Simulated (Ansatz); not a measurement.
# CoO (P3m1) in Ansatz: notebook

One crystal, CoO, is run at these levels: PBEsol; tasks: single point, equation of state.

All numbers are computed with Ansatz 0.2.0; they aren't measurements. Logs are shortened: lines on timing, memory, paths and dates and some standing lists are left out, and cuts for length are marked.

### 1 The crystal as given

Symmetry: P6_3mc, No. 186, hexagonal system. Conventional cell: a = 3.198 Å, b = 3.198 Å, c = 5.229 Å, α = 90.00°, β = 90.00°, γ = 120.00°. Co (site symmetry 3m) has 4 O at 1.93 to 1.97 Å as nearest neighbours. O (site symmetry 3m) is surrounded by 4 Co at 1.93 to 1.97 Å.

Measurements of this composition are mostly on another form, of space group No. 225.

### 2 Single point, PBEsol, collinear spin, ferromagnetic start, 10.88 Å³/atom (volume scaled by 0.94)

Contents of input.yaml:

```yaml
crystal:
  lattice:
    - [3.1323693509, 0.0, 0.0]
    - [-1.5661846755, 2.712711432, 0.0]
    - [0.0, 0.0, 5.1219713984]
  atoms:
    - { symbol: Co, position: [0.3333333333, 0.6666666667, 0.50336241], spin: 2.0 }
    - { symbol: Co, position: [0.0, 0.0, 0.00347414], spin: 2.0 }
    - { symbol: O, position: [0.3333333333, 0.6666666667, 0.8715556] }
    - { symbol: O, position: [0.0, 0.0, 0.37160885] }
hamiltonian:
  xc: pbesol
  pseudopotentials: { kind: paw }
magnetization:
  spin_polarized: true
kpoints:
  mp_grid: { grid: [10, 10, 5] }
scf:
  occupations: { method: fermi_dirac, width: 0.05 }
output:
  forces: true
  stress: true
  eigenvalues: true
  write_density: true
  write_potential: true
  elf: true
  volumetric_format: npy
```

Potentials or basis: Ansatz PAW.

The run is started by

```sh
$ ansatz run input.yaml --threads 2 --pin off --max-ram 5632MiB --backend cpu --events-out ev --progress --plain --runs-dir out
```

The log of the run:

```text
Warning: RAYON_NUM_THREADS=2 ignored (pool sized by the plan → 2); use --threads N
Engine: ansatz 0.2.0, aarch64-unknown-linux-gnu
Pseudopotentials: kind: paw
Pseudopotential: Co, paw, valence charge 17, recommended cutoff 420 eV (normal), Co.paw.azcp
Pseudopotential: O, paw, valence charge 6, recommended cutoff 420 eV (normal), O.paw.azcp
Functional definition: PBEsol
  exchange = pbesol_x
  correlation = pbesol_c
Crystal: 4 atoms, lattice volume = 43.522 Å³
Basis set: ecut = 420 eV, 845 PW (Γ), exchange–correlation on 48×48×72 points (8 copies of the dense FFT grid, shifted against one another)
Bands: 30, of which v1, the nominal top of the filled ones, is band 23 counted from 1 (22 counted from 0)
Symmetry: 6 space group operations
Space group: P3m1 (ITA 156), of the structure as read, at distance tolerance 3.5e-5 Å
Magnetic group: BNS 156.49 (UNI 1279), of the structure as read, at distance tolerance 3.5e-5 Å
k-points: 58 of 500 (time reversal used)
Non-local potential: Co, projectors of the file, l = 0: 3, l = 1: 2, l = 2: 3, l = 3: 1
Non-local potential: O, projectors of the file, l = 0: 2, l = 1: 2, l = 2: 1
PAW form: soft (Blöchl's): semilocal exchange-correlation on the pseudo side does not see the compensation charge
PAW frozen core: Co, regenerated for the run's functional, and the local potential with it (the file was generated under x = pbe(κ = 0.804, μ = 0.2195149727645171), c = pbe(β = 0.06672455060314922))
PAW frozen core: O, regenerated for the run's functional, and the local potential with it (the file was generated under x = pbe(κ = 0.804, μ = 0.2195149727645171), c = pbe(β = 0.06672455060314922))
PAW one-centre angular grid: Co, 590 points (default); XC on 64 Gauss nodes
PAW one-centre angular grid: O, 110 points (default); XC on 64 Gauss nodes
Initial density: superposition of atomic densities (chi_scale 0.1, normalization cell, long waves kept (reshape's long-wave potential 0.00 eV rms))
Starting moments: Σ|m| = 4 μB on 2 of 4 sites
Initial wavefunctions: pseudopotential atomic-orbital guess
Functional: x = pbesol(κ = 0.804, μ = 0.12345679012345678), c = pbesol(β = 0.046)
SCF iter   1: F=—  HF=-11302.406644 eV  |F-HF|=—  |Δ(HF+E_count)|=         —  Δρ=8.60e-2 (↑8.60e-2 ↓8.57e-2)  dr2=8.91e0  dr2_m=2.02e-1  M=4.098 μB ∫|m|=4.098 μB  β_m=0.30  ethr=3.10e-3  ⟨swp⟩=5.7  Hψ=12616  notcnv=0
Mixer restart at iter 1: flushing history
preconditioner: auto → Kerker (q_TF=auto, 2.754 Å⁻¹)  [metal: Δε(μ)=0.005 eV  Ē_g=10.020 eV  σ=0.050 eV  W_gap=0.03  n_scr=22 (ndim 8)  ℏωp=30.8 eV  f_vac=0.000  D(μ)=5.66/eV (n_scr^D=96)]
spin=Collinear: Kerker preconditioning applied to the charge; magnetization (m = ρ↑ − ρ↓) channel mixes plain (no charge-response kernel on spin).
SCF iter   2: F=—  HF=-11304.100581 eV  |F-HF|=—  |Δ(HF+E_count)|=    1.69e0  Δρ=6.39e-2 (↑6.39e-2 ↓4.61e-2)  dr2=1.43e0  dr2_m=8.67e-1  M=4.906 μB ∫|m|=4.907 μB  β_m=0.39  ethr=3.10e-3  ⟨swp⟩=3.7  Hψ=8022  notcnv=0  defer=61
SCF iter   3: F=—  HF=-11304.753923 eV  |F-HF|=—  |Δ(HF+E_count)|=   6.53e-1  Δρ=3.58e-2 (↑3.58e-2 ↓3.26e-2)  dr2=5.11e-1  dr2_m=3.38e-1  M=5.050 μB ∫|m|=5.052 μB  β_m=0.63  ethr=3.10e-3  ⟨swp⟩=2.0  Hψ=5060  notcnv=0  defer=78
SCF iter   4: F=—  HF=-11304.941694 eV  |F-HF|=—  |Δ(HF+E_count)|=   1.88e-1  Δρ=9.01e-3 (↑6.86e-3 ↓9.01e-3)  dr2=4.76e-2  dr2_m=8.64e-3  M=5.235 μB ∫|m|=5.240 μB  β_m=0.81  ethr=1.11e-3  ⟨swp⟩=2.5  Hψ=5808  notcnv=0  defer=78
SCF iter   5: F=—  HF=-11304.956876 eV  |F-HF|=—  |Δ(HF+E_count)|=         —  Δρ=9.42e-3 (↑2.45e-3 ↓9.42e-3)  dr2=3.27e-2  dr2_m=7.44e-3  M=5.358 μB ∫|m|=5.366 μB  β_m=0.81  ethr=1.04e-4  ⟨swp⟩=2.2  Hψ=6593  notcnv=0  defer=98
Mixer restart at iter 5: flushing history
SCF iter   6: F=—  HF=-11304.961117 eV  |F-HF|=—  |Δ(HF+E_count)|=   4.24e-3  Δρ=6.69e-3 (↑6.69e-3 ↓3.13e-3)  dr2=1.62e-2  dr2_m=1.91e-3  M=5.379 μB ∫|m|=5.386 μB  β_m=0.71  ethr=7.10e-5  ⟨swp⟩=2.0  Hψ=6862  notcnv=0  defer=98
SCF iter   7: F=—  HF=-11304.955345 eV  |F-HF|=—  |Δ(HF+E_count)|=   5.77e-3  Δρ=2.03e-3 (↑7.99e-4 ↓2.03e-3)  dr2=2.07e-3  dr2_m=2.22e-4  M=5.368 μB ∫|m|=5.376 μB  β_m=0.71  ethr=3.52e-5  ⟨swp⟩=2.0  Hψ=7670  notcnv=0  defer=102
SCF iter   8: F=—  HF=-11304.955290 eV  |F-HF|=—  |Δ(HF+E_count)|=   5.48e-5  Δρ=7.69e-4 (↑5.06e-4 ↓7.69e-4)  dr2=4.55e-4  dr2_m=1.27e-5  M=5.366 μB ∫|m|=5.373 μB  β_m=0.67  ethr=4.50e-6  ⟨swp⟩=2.0  Hψ=6450  notcnv=0  defer=102
SCF iter   9: F=—  HF=-11304.955349 eV  |F-HF|=—  |Δ(HF+E_count)|=   5.94e-5  Δρ=6.54e-4 (↑2.80e-4 ↓6.54e-4)  dr2=2.66e-4  dr2_m=1.94e-5  M=5.363 μB ∫|m|=5.371 μB  β_m=0.68  ethr=9.89e-7  ⟨swp⟩=2.6  Hψ=5734  notcnv=0  defer=102
[... 11 lines left out ...]
SCF iter  20: F=—  HF=-11305.119280 eV  |F-HF|=—  |Δ(HF+E_count)|=   3.01e-5  Δρ=2.38e-4 (↑2.38e-4 ↓8.37e-5)  dr2=3.55e-5  dr2_m=7.32e-6  M=-0.005 μB ∫|m|=4.629 μB  β_m=0.97  ethr=9.71e-7  ⟨swp⟩=2.0  Hψ=4374  notcnv=0  defer=63
SCF iter  21: F=—  HF=-11305.119279 eV  |F-HF|=—  |Δ(HF+E_count)|=   4.94e-7  Δρ=9.77e-5 (↑9.77e-5 ↓9.53e-5)  dr2=1.38e-5  dr2_m=3.60e-7  M=-0.004 μB ∫|m|=4.629 μB  β_m=0.98  ethr=7.73e-8  ⟨swp⟩=1.9  Hψ=5503  notcnv=0  defer=58
SCF iter  22: F=—  HF=-11305.119278 eV  |F-HF|=—  |Δ(HF+E_count)|=   1.24e-6  Δρ=2.10e-5 (↑2.10e-5 ↓1.88e-5)  dr2=8.90e-7  dr2_m=1.64e-8  M=-0.003 μB ∫|m|=4.629 μB  β_m=0.99  ethr=3.00e-8  ⟨swp⟩=1.4  Hψ=3531  notcnv=0  defer=58
SCF iter  23: F=—  HF=-11305.119278 eV  |F-HF|=—  |Δ(HF+E_count)|=   9.24e-8  Δρ=1.87e-5 (↑8.98e-6 ↓1.87e-5)  dr2=2.45e-7  dr2_m=2.37e-8  M=-0.002 μB ∫|m|=4.629 μB  β_m=1.00  ethr=1.94e-9  ⟨swp⟩=2.4  Hψ=5357  notcnv=0  defer=58
SCF iter  24: F=—  HF=-11305.119278 eV  |F-HF|=—  |Δ(HF+E_count)|=   2.07e-8  Δρ=1.01e-5 (↑8.35e-6 ↓1.01e-5)  dr2=1.17e-7  dr2_m=9.61e-10  M=-0.002 μB ∫|m|=4.629 μB  β_m=0.84  ethr=5.33e-10  ⟨swp⟩=2.2  Hψ=4996  notcnv=0  defer=58
SCF iter  25: F=—  HF=-11305.119278 eV  |F-HF|=—  |Δ(HF+E_count)|=   1.76e-8  Δρ=3.91e-6 (↑2.82e-6 ↓3.91e-6)  dr2=1.71e-8  dr2_m=6.83e-10  M=-0.002 μB ∫|m|=4.629 μB  β_m=0.79  ethr=2.55e-10  ⟨swp⟩=2.2  Hψ=4799  notcnv=0  defer=58
SCF iter  26: F=-11305.119278 eV  HF=-11305.119278 eV  |F-HF|=1.30e-8  |Δ(HF+E_count)|=  7.06e-10  Δρ=4.13e-6 (↑2.73e-6 ↓4.13e-6)  dr2=1.53e-8  dr2_m=1.43e-9  M=-0.002 μB ∫|m|=4.629 μB  ethr=3.72e-11  ⟨swp⟩=7.7  Hψ=18883  notcnv=0
SCF 1 converged in 26 iterations: F = -11305.119278 eV  dr2 = 1.53e-8
WARN: the starting moments were not kept: 1 of 2 ended reversed and 1 kept their direction, counting a site from 0.1 μB. The largest reversed, site 1 (counted from 0, in the order of the report's site_moments_mub), started with +2.0 μB and closes at -1.9e0 μB in its sphere. The net magnetisation is 2.2e-3 μB in size, at most 0.1 of the 4 μB that the starting moments add up to as vectors. The SCF closed on another magnetic arrangement than the starting moments describe; that does not show which of the two is lower. To try another start: change the starting moments (crystal.atoms[].spin, magnetization.per_species, magnetization.initial_magnetization, or on a non-collinear deck that types none of these the spinor_matrix: blocks that start its atoms; where the total moment is fixed, keep their sum and leave initial_magnetization as it is; typed ones take the place of any that the run laid by itself, positive ones on a crystal's lanthanoids without a Hubbard term where scf.initial_density.shell_occupations: [] is typed); see also scf.mixing.spin_hold.
SCF converged after 26 iterations
Magnetization: -0.0022 μB (22.9989 up, 23.0011 down)
Absolute magnetization: 4.6287 μB (∫|ρ↑−ρ↓|, with the PAW one-centre terms)
Spin contamination: 2.1402 ħ² per cell (⟨S²⟩ above its minimum at these occupations)
Per-site moments (μB) at R_I (Å): [(1.942972508780011, 0.7779234326595834), (-1.9443094579890303, 0.7777998753435399), (-0.1411195124479077, 0.7779234326595834), (0.14060720942817392, 0.7777998753435399)]
Free energy (F): -11305.119278 eV
Harris-Foulkes:  -11305.119278 eV  (|F-HF|=1.30e-8)
Internal energy: -11305.078494 eV  (E = F + TS)
E sigma→0 (E₀):  -11305.098886 eV
Entropy (-TS):   -0.040783 eV (-10.196 meV/atom)
Fermi energy:    11.947800 eV
--- Per-component energies (eV) ---
  E_band       = -705.735354
  E_kinetic    = 1240.646299
  E_local      = -7618.538080  (includes V_loc(G=0)·N_el)
  E_nonlocal   = 1028.066672
  E_hartree    = 3141.749465
  E_xc         = -453.667304
  E_vxc        = -586.098569  (∫ρ·V_xc dr)
  E_paw        = -3275.891322  (= ΣΔE_a)
  E_vpaw       = -1053.313821  (= ΣTr[D̂ρ^β])
  E_aug_tail   = 0.004814  (compensation charges beyond the density's cutoff)
  E_ewald      = -5367.896453
  E_core_change = 0.447414  (= ΣΔE_core)
  E_smearing   = -0.040783  (= −TS)
  E_closure    = 0.000000  (closes the sum)
  Σ components = -11305.119278   (vs F -11305.119278, Δ=0.00e0)
--- Forces (eV/Å), atoms counted from 1 ---
  atom   1  Co    -0.00000000    -0.00000000     0.02508162
  atom   2  Co     0.00000000     0.00000000     0.02067855
  atom   3  O     -0.00000000     0.00000000    -0.02295566
  atom   4  O      0.00000000     0.00000000    -0.02279973
  max |Σ_I F_I| component: 4.79e-6 eV/Å
--- Stress (GPa, compression-positive) ---
       -4.231671       0.000000      -0.000000
       -0.000000      -4.231671       0.000000
       -0.000000       0.000000      -0.078087
  P = ⅓ Tr σ = -2.8471 GPa (-28.471 kbar)
--- Band table (eV; the first three rows and the last of 116) ---
  k-point 0 ↑: bands = ["-84.2524", "-81.7806", "-47.8714", "-47.5824", "-47.5824", "-45.3709", "-45.2088", "-45.2088", "-8.4983", "-7.7131", "4.4168", "5.6416", "5.6416", "5.6476", "6.4645", "6.4645", "9.6701", "9.6701", "10.2367", "10.9780", "10.9780", "12.0417", "12.0417", "12.1348", "13.5669", "13.9726", "13.9726", "17.6401", "19.3382", "25.9707"]
[... 3 lines left out ...]
```

Run time: 19 s. Hardware: 2 threads of Arm Neoverse V2, shared host; peak memory 0.41 GiB.

What came out:

```yaml
Free_energy: -11305.1193 eV
Pressure: -2.8 GPa
Largest_force: 0.025 eV/Å
Band_gap_on_the_k_mesh: none (metal or under the smearing width)
Net_moment: 0.00 μB per cell
Absolute_moment: 4.63 μB per cell
Site_moments: Co +1.94, -1.94; O -0.14, +0.14 μB
```

Caveat: the pressure holds a Pulay correction of +0.7 GPa for the finite cutoff; semilocal functionals often make such compounds metallic where correlation or magnetic order opens a gap, which also shifts bond lengths; the PAW data sets come from PBE, with cores solved anew for the run's functional, which leaves a small shift of forces and pressure; the starting moments weren't kept.

### 3 Single point, PBEsol, collinear spin, ferromagnetic start, 11.11 Å³/atom (volume scaled by 0.96)

Edit input.yaml of step 2 so:

```diff
@@ -2,5 +2,5 @@
   lattice:
-    - [3.1323693509, 0.0, 0.0]
-    - [-1.5661846755, 2.712711432, 0.0]
-    - [0.0, 0.0, 5.1219713984]
+    - [3.1544290168, 0.0, 0.0]
+    - [-1.5772145085, 2.731815663, 0.0]
+    - [0.0, 0.0, 5.158042808]
   atoms:
@@ -23,5 +23 @@
   eigenvalues: true
-  write_density: true
-  write_potential: true
-  elf: true
-  volumetric_format: npy
```

Potentials or basis: Ansatz PAW.

The run is started by

```sh
$ ansatz run input.yaml --threads 2 --pin off --max-ram 5632MiB --backend cpu --events-out ev --progress --plain --runs-dir out
```

Wall time 19 s (2 threads of Arm Neoverse V2, shared host); peak memory 0.42 GiB.

The run converged. Its results:

- Free energy: -11305.0950 eV
- Pressure: -5.4 GPa
- Largest force: 0.060 eV/Å
- Band gap on the k mesh: none (metal or under the smearing width)
- Net moment: 0.00 μB per cell
- Absolute moment: 4.76 μB per cell
- Site moments: Co +2.00, -2.00; O -0.15, +0.15 μB

Caveat: the pressure holds a Pulay correction of +0.7 GPa for the finite cutoff; semilocal functionals often make such compounds metallic where correlation or magnetic order opens a gap, which also shifts bond lengths; the PAW data sets come from PBE, with cores solved anew for the run's functional, which leaves a small shift of forces and pressure; the starting moments weren't kept.

### 4 Single point, PBEsol, collinear spin, ferromagnetic start, 11.34 Å³/atom (volume scaled by 0.98)

Edit input.yaml of step 3 so:

```diff
@@ -2,5 +2,5 @@
   lattice:
-    - [3.1544290168, 0.0, 0.0]
-    - [-1.5772145085, 2.731815663, 0.0]
-    - [0.0, 0.0, 5.158042808]
+    - [3.1761843872, 0.0, 0.0]
+    - [-1.5880921936, 2.7506563664, 0.0]
+    - [0.0, 0.0, 5.1936166411]
   atoms:
```

The run is started by

```sh
$ ansatz run input.yaml --threads 2 --pin off --max-ram 5632MiB --backend cpu --events-out ev --progress --plain --runs-dir out
```

It took 20 s on 2 threads of Arm Neoverse V2, shared host; peak memory 0.43 GiB.

The run converged. Its results:

| Quantity | Value |
| --- | --- |
| Free energy | -11305.0567 eV |
| Pressure | -7.8 GPa |
| Largest force | 0.086 eV/Å |
| Band gap on the k mesh | none (metal or under the smearing width) |
| Net moment | 0.00 μB per cell |
| Absolute moment | 4.87 μB per cell |
| Site moments | Co +2.05, -2.05; O -0.15, +0.15 μB |

Caveat: the pressure holds a Pulay correction of +0.7 GPa for the finite cutoff; semilocal functionals often make such compounds metallic where correlation or magnetic order opens a gap, which also shifts bond lengths; the PAW data sets come from PBE, with cores solved anew for the run's functional, which leaves a small shift of forces and pressure; the starting moments weren't kept.

### 5 Single point, PBEsol, collinear spin, ferromagnetic start, 11.58 Å³/atom

Edit input.yaml of step 4 so:

```diff
@@ -2,5 +2,5 @@
   lattice:
-    - [3.1761843872, 0.0, 0.0]
-    - [-1.5880921936, 2.7506563664, 0.0]
-    - [0.0, 0.0, 5.1936166411]
+    - [3.1976457435, 0.0, 0.0]
+    - [-1.5988228718, 2.7692424462, 0.0]
+    - [0.0, 0.0, 5.22870971]
   atoms:
```

The run is started by

```sh
$ ansatz run input.yaml --threads 2 --pin off --max-ram 5632MiB --backend cpu --events-out ev --progress --plain --runs-dir out
```

It took 19 s on 2 threads of Arm Neoverse V2, shared host; peak memory 0.43 GiB.

It converged, with:

* Free energy: -11305.0055 eV
* Pressure: -9.9 GPa
* Largest force: 0.101 eV/Å
* Band gap on the k mesh: none (metal or under the smearing width)
* Net moment: 0.00 μB per cell
* Absolute moment: 4.97 μB per cell
* Site moments: Co +2.09, -2.09; O -0.16, +0.16 μB

Caveat: the pressure holds a Pulay correction of +0.7 GPa for the finite cutoff; semilocal functionals often make such compounds metallic where correlation or magnetic order opens a gap, which also shifts bond lengths; the PAW data sets come from PBE, with cores solved anew for the run's functional, which leaves a small shift of forces and pressure; the starting moments weren't kept.

### 6 Single point, PBEsol, collinear spin, ferromagnetic start, 11.81 Å³/atom (volume scaled by 1.02)

Edit input.yaml of step 5 so:

```diff
@@ -2,5 +2,5 @@
   lattice:
-    - [3.1976457435, 0.0, 0.0]
-    - [-1.5988228718, 2.7692424462, 0.0]
-    - [0.0, 0.0, 5.22870971]
+    - [3.2188228225, 0.0, 0.0]
+    - [-1.6094114113, 2.7875823346, 0.0]
+    - [0.0, 0.0, 5.2633379358]
   atoms:
```

Potentials or basis: Ansatz PAW.

The run is started by

```sh
$ ansatz run input.yaml --threads 2 --pin off --max-ram 5632MiB --backend cpu --events-out ev --progress --plain --runs-dir out
```

Wall time 19 s (2 threads of Arm Neoverse V2, shared host); peak memory 0.43 GiB.

It converged, with:

```yaml
Free_energy: -11304.9426 eV
Pressure: -11.8 GPa
Largest_force: 0.109 eV/Å
Band_gap_on_the_k_mesh: none (metal or under the smearing width)
Net_moment: 0.00 μB per cell
Absolute_moment: 5.04 μB per cell
Site_moments: Co +2.12, -2.12; O -0.16, +0.16 μB
```

Caveat: the pressure holds a Pulay correction of +0.7 GPa for the finite cutoff; semilocal functionals often make such compounds metallic where correlation or magnetic order opens a gap, which also shifts bond lengths; the PAW data sets come from PBE, with cores solved anew for the run's functional, which leaves a small shift of forces and pressure; the starting moments weren't kept.

### 7 Single point, PBEsol, collinear spin, ferromagnetic start, 12.04 Å³/atom (volume scaled by 1.04)

Edit input.yaml of step 6 so:

```diff
@@ -2,5 +2,5 @@
   lattice:
-    - [3.2188228225, 0.0, 0.0]
-    - [-1.6094114113, 2.7875823346, 0.0]
-    - [0.0, 0.0, 5.2633379358]
+    - [3.2397248551, 0.0, 0.0]
+    - [-1.6198624276, 2.8056840258, 0.0]
+    - [0.0, 0.0, 5.2975164125]
   atoms:
@@ -23 +23,5 @@
   eigenvalues: true
+  write_density: true
+  write_potential: true
+  elf: true
+  volumetric_format: npy
```

The run is started by

```sh
$ ansatz run input.yaml --threads 2 --pin off --max-ram 5632MiB --backend cpu --events-out ev --progress --plain --runs-dir out
```

It took 22 s on 2 threads of Arm Neoverse V2, shared host; peak memory 0.43 GiB.

Results (log left out):

```yaml
Free_energy: -11304.8690 eV
Pressure: -13.6 GPa
Largest_force: 0.111 eV/Å
Net_moment: 0.00 μB per cell
Absolute_moment: 5.10 μB per cell
Site_moments: Co +2.15, -2.15; O -0.16, +0.16 μB
```

Caveat: the pressure holds a Pulay correction of +0.7 GPa for the finite cutoff; the PAW data sets come from PBE, with cores solved anew for the run's functional, which leaves a small shift of forces and pressure; the starting moments weren't kept.

### 8 Single point, PBEsol, collinear spin, ferromagnetic start, 12.27 Å³/atom (volume scaled by 1.06)

Edit input.yaml of step 7 so:

```diff
@@ -2,5 +2,5 @@
   lattice:
-    - [3.2397248551, 0.0, 0.0]
-    - [-1.6198624276, 2.8056840258, 0.0]
-    - [0.0, 0.0, 5.2975164125]
+    - [3.2603606016, 0.0, 0.0]
+    - [-1.6301803009, 2.8235551065, 0.0]
+    - [0.0, 0.0, 5.331259465]
   atoms:
@@ -23,5 +23 @@
   eigenvalues: true
-  write_density: true
-  write_potential: true
-  elf: true
-  volumetric_format: npy
```

The run is started by

```sh
$ ansatz run input.yaml --threads 2 --pin off --max-ram 5632MiB --backend cpu --events-out ev --progress --plain --runs-dir out
```

Wall time 20 s (2 threads of Arm Neoverse V2, shared host); peak memory 0.43 GiB.

It converged, with:

| Item | Value |
| --- | --- |
| Free energy | -11304.7861 eV |
| Pressure | -15.2 GPa |
| Largest force | 0.109 eV/Å |
| Band gap on the k mesh | none (metal or under the smearing width) |
| Net moment | 0.00 μB per cell |
| Absolute moment | 5.15 μB per cell |
| Site moments | Co +2.17, -2.17; O -0.16, +0.16 μB |

Caveat: the pressure holds a Pulay correction of +0.6 GPa for the finite cutoff; semilocal functionals often make such compounds metallic where correlation or magnetic order opens a gap, which also shifts bond lengths; the PAW data sets come from PBE, with cores solved anew for the run's functional, which leaves a small shift of forces and pressure; the starting moments weren't kept.

### 9 Equation of state, PBEsol, collinear spin, ferromagnetic start

Potentials or basis: Ansatz PAW.

This step only gathers the single runs of the series.

What came out:

| Item | Value |
| --- | --- |
| Equilibrium volume | 10.65 Å³/atom (rough: see the caveat) |
| Bulk modulus at fixed shape and positions | 138 GPa (rough) |

Energy against volume, from the lowest point:
| volume (Å³/atom) | energy (meV/atom) |
| --- | --- |
| 10.881 | 0.00 |
| 11.112 | 6.07 |
| 11.344 | 15.63 |
| 11.575 | 28.44 |
| 11.807 | 44.17 |
| 12.038 | 62.56 |
| 12.270 | 83.29 |

Caveat: the minimum lies outside the volumes run; the cell was scaled at fixed shape and fractional positions, which overstates the stiffness of a crystal with free parameters, most of all of layers and chains.
